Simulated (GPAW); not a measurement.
The system is ZnSe (Stilleite).

```
CELL_PARAMETERS angstrom
0.00000 2.83380 2.83380
2.83380 0.00000 2.83380
2.83380 2.83380 0.00000
ATOMIC_POSITIONS crystal
Se 0.75000 0.75000 0.75000
Zn 0.00000 0.00000 0.00000
```

| Item | Value |
| --- | --- |
| Program | GPAW 26.7.0 |
| Task | relaxation of cell and atoms |
| Functional | RPBE |
| Potentials or basis | the program's PAW data sets (release 1.2.1) made for this functional |
| Cutoff | 600 eV |
| Basis | pw |
| k mesh | 8 × 8 × 8 |
| Occupations | fermi-dirac, width 0.05 eV |
| Spin | no spin polarisation |

At the start: pressure 4.5 GPa; volume 22.76 Å³/atom.

Where does the relaxation end?

Over 4 steps the energy falls by 23.6 meV/atom and the volume is 24.52 Å³/atom (+7.8 %); space group F-43m (No. 216, to 0.05 Å).

Step by step:
| step | energy change (eV) | largest force (eV/Å) | pressure (GPa) | volume (Å³) |
| --- | --- | --- | --- | --- |
| 1 | 0.0000 | 0.0000 | 4.52 | 45.51 |
| 2 | -0.0160 | 0.0000 | 3.58 | 46.14 |
| 3 | -0.0469 | 0.0000 | 0.28 | 48.80 |
| 4 | -0.0471 | 0.0000 | 0.02 | 49.05 |

Final structure:
```
CELL_PARAMETERS angstrom
0.00000 2.90528 2.90528
2.90528 0.00000 2.90528
2.90528 2.90528 0.00000
ATOMIC_POSITIONS crystal
Se 0.75000 0.75000 0.75000
Zn 0.00000 0.00000 0.00000
```

Caveat: later steps reuse the first step's grids.
